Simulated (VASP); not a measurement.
## B6As: relaxation of cell and atoms with PBEsol

The system is B6As.

```
B As
1.0
     3.06842    1.77155    3.96494
    -3.06842    1.77155    3.96494
     0.00000   -3.54311    3.96494
B As
12 2
Direct
  0.01529 0.01529 0.32488
  0.01529 0.32488 0.01529
  0.82186 0.27249 0.82186
  0.82186 0.82186 0.27249
  0.27249 0.82186 0.82186
  0.72751 0.17814 0.17814
  0.17814 0.72751 0.17814
  0.17814 0.17814 0.72751
  0.98471 0.67512 0.98471
  0.98471 0.98471 0.67512
  0.67512 0.98471 0.98471
  0.32488 0.01529 0.01529
  0.60055 0.60055 0.60055
  0.39945 0.39945 0.39945
```

The cell is a database's computed one.

```
Program                : VASP 6.6.1
Task                   : relaxation of cell and atoms
Functional             : PBEsol
Potentials or basis    : VASP PAW PBE potentials, release 64 (B, As)
Cutoff                 : 600 eV
k mesh                 : 6 × 6 × 6
Occupations            : gaussian, width 0.03 eV
Spin                   : no spin polarisation
Further INCAR settings : ALGO = Normal; EDIFF = 1e-06; IBRION = 2; EDIFFG = -0.01; NSW = 90; ISIF = 3
```

```
Relaxed volume                         : 9.18 Å³/atom
Relaxed cell                           : a = 5.304 Å, b = 5.304 Å, c = 5.304 Å, α = 70.61°, β = 70.61°, γ = 70.61°
Space group after relaxing (to 0.05 Å) : R-3m (No. 166)
Energy gained by relaxing              : 0.2 meV/atom
Ionic steps                            : 6
Pressure after relaxing                : 0.0 GPa
Largest force after relaxing           : 0.007 eV/Å
Band gap on the k mesh                 : 2.62 eV, indirect (least direct gap 2.66 eV)
```

Forces in eV/Å, atoms in the order of the input:
```
B    0.000  0.003  0.001
B    0.003 -0.002  0.001
B    0.003 -0.002 -0.006
B    0.000  0.003 -0.006
B   -0.003 -0.002 -0.006
B    0.003  0.002  0.006
B   -0.003  0.002  0.006
B    0.000 -0.003  0.006
B   -0.003  0.002 -0.001
B    0.000 -0.003 -0.001
B    0.003  0.002 -0.001
B   -0.003 -0.002  0.001
As   0.000  0.000  0.005
As   0.000  0.000 -0.005
```

The path:
```tsv
step	energy change (eV)	largest force (eV/Å)	pressure (GPa)	volume (Å³)
1	0.0000	0.0593	-1.03	129.32
2	-0.0016	0.0718	0.72	128.21
3	-0.0026	0.0448	0.05	128.62
4	-0.0031	0.0227	0.07	128.54
5	-0.0031	0.0262	0.06	128.53
6	-0.0033	0.0067	0.00	128.57
```

Final structure:
```yaml
crystal:
  lattice:
    - [3.06531, 1.76976, 3.95001]
    - [-3.06531, 1.76976, 3.95001]
    - [0.00000, -3.53951, 3.95001]
  atoms:
    - { symbol: B, position: [0.01574, 0.01574, 0.32472] }
    - { symbol: B, position: [0.01574, 0.32472, 0.01574] }
    - { symbol: B, position: [0.82195, 0.27235, 0.82195] }
    - { symbol: B, position: [0.82195, 0.82195, 0.27235] }
    - { symbol: B, position: [0.27235, 0.82195, 0.82195] }
    - { symbol: B, position: [0.72765, 0.17805, 0.17805] }
    - { symbol: B, position: [0.17805, 0.72765, 0.17805] }
    - { symbol: B, position: [0.17805, 0.17805, 0.72765] }
    - { symbol: B, position: [0.98426, 0.67528, 0.98426] }
    - { symbol: B, position: [0.98426, 0.98426, 0.67528] }
    - { symbol: B, position: [0.67528, 0.98426, 0.98426] }
    - { symbol: B, position: [0.32472, 0.01574, 0.01574] }
    - { symbol: As, position: [0.60093, 0.60093, 0.60093] }
    - { symbol: As, position: [0.39907, 0.39907, 0.39907] }
```

Levels at points of the mesh, in eV from the valence-band top:
```
           k point  band 19  band 20  band 21  band 22  band 23  band 24  band 25  band 26  band 27  band 28
(0.00, 0.00, 0.00)    -1.33    -0.21    -0.21     0.00     0.00     4.43     4.71     4.71     5.02     5.92
(0.50, 0.00, 0.00)    -1.49    -1.39    -1.27    -1.05    -0.04     2.62     4.18     4.56     5.10     5.46
(0.50, 0.50, 0.00)    -1.95    -1.54    -0.94    -0.71    -0.23     3.38     4.44     4.73     5.07     5.22
(0.50, 0.50, 0.50)    -0.81    -0.81    -0.78    -0.78    -0.05     2.66     3.74     3.75     4.59     4.59
```

Run time: 110 s on 4 MPI ranks on Intel(R) Xeon(R) Platinum 8488C (Sapphire Rapids), with other jobs on the host, peak memory 0.33 GiB a rank.

Caveat: the PAW data sets were made with another functional, which shifts forces and pressure a little. A k mesh can miss the band edges.
